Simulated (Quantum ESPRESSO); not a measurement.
Crystal: Mo.

```xyz
1
Lattice="-1.5838 1.5838 1.5838 1.5838 -1.5838 1.5838 1.5838 1.5838 -1.5838" Properties=species:S:1:pos:R:3 pbc="T T T"
Mo    0.0000    0.0000    0.0000
```

Base run:

- Program: Quantum ESPRESSO 7.5
- Functional: PBEsol
- Potentials or basis: PseudoDojo 0.4.1 SR PBEsol standard
- Cutoff: 1088 eV
- Density cutoff: 4354 eV
- k mesh: 12 × 12 × 12
- Occupations: fermi-dirac, width 0.05 eV
- Spin: no spin polarisation

Its results: band gap on the k mesh none (metal or under the smearing width); pressure -9.3 GPa.

Q: The run is repeated on the same cell with these changes: potentials or basis from PseudoDojo 0.4.1 SR PBEsol standard to GBRV 1.5 PBEsol; cutoff from 1088 eV to 612 eV; density cutoff from 4354 eV to 4898 eV. What comes out?

A: Band gap on the k mesh none (metal or under the smearing width); pressure -10.4 GPa.

Not every run made on this cell is shown here.
